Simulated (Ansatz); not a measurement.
# AlNi: the cost of one run

Program: Ansatz 0.2.0. Level of theory: DFT r2SCAN, scalar-relativistic, plane waves, PAW. These are calculated values, not measurements.

2 further runs of the same task are left out: 1 that didn't finish, 1 set aside as unsound or not needed. Runs told in other sessions of the task aren't counted.

## 1. The system as given

The structure is tetragonal, space group P4/mmm (No. 123). Conventional cell: a = 2.860 Å, b = 2.860 Å, c = 2.870 Å, α = 90.00°, β = 90.00°, γ = 90.00°. Al (site symmetry 4/mmm) has 8 Ni at 2.48 Å in its first shell of neighbours. Around Ni (site symmetry 4/mmm) lie 8 Al at 2.48 Å.

As a file:

```xyz
2
Lattice="2.0224 -2.0222 0.0000 2.0224 2.0222 0.0000 0.0000 0.0000 2.8700" Properties=species:S:1:pos:R:3 pbc="T T T"
Al    0.0000    0.0000    0.0000
Ni    2.0224    0.0000    1.4350
```

It goes back to an entry of the Materials Project, which need not be the stable form.

It is the result of an earlier relaxation at this level (volume 11.74 Å³/atom; gap on the mesh: none (metal)).

## 2. Zero of energy

The reference gives a free energy of -6387.0576 eV, pressure -0.01 GPa, largest force 0.000 eV/Å and gap on the mesh none (metal). It was computed beforehand with the settings of the runs below.

## 3. The scan: an energy map of one atom

Atom 1 (Al) is moved by p along (0.707, 0.707, 0.000) and q along (0.000, 0.000, 1.000) (Å), all else fixed; its images in the other cells move with it. Points alike by symmetry are run once.

## 4. p = -0.200, q = -0.200

input.yaml reads:

```yaml
crystal:
  lattice:
    - [2.0223875562, -2.0221673115, 0.0]
    - [2.0223875562, 2.0221673115, 0.0]
    - [0.0, 0.0, 2.8700173316]
  atoms:
    - { symbol: Al, position: [3.8081e-06, -0.0699317286, -0.0696859903] }
    - { symbol: Ni, position: [0.5, 0.5, 0.5] }
basis:
  ecutwfc: 500
kpoints:
  mp_grid: { grid: [20, 20, 20] }
hamiltonian:
  xc: r2scan
scf:
  occupations: { method: gaussian, width: 0.15 }
output:
  forces: true
  stress: true
  eigenvalues: true
```

Launch:

```
$ ansatz run input.yaml --threads 2 --pin off --max-ram 5120MiB --backend cpu --events-out ev --progress --plain --runs-dir out
```

Q: Estimate wall time and peak memory on 2 threads of Oxide Virtual Turin-like (Zen 5), shared host.

About 1.7 min, with a peak of 2.2 GiB.
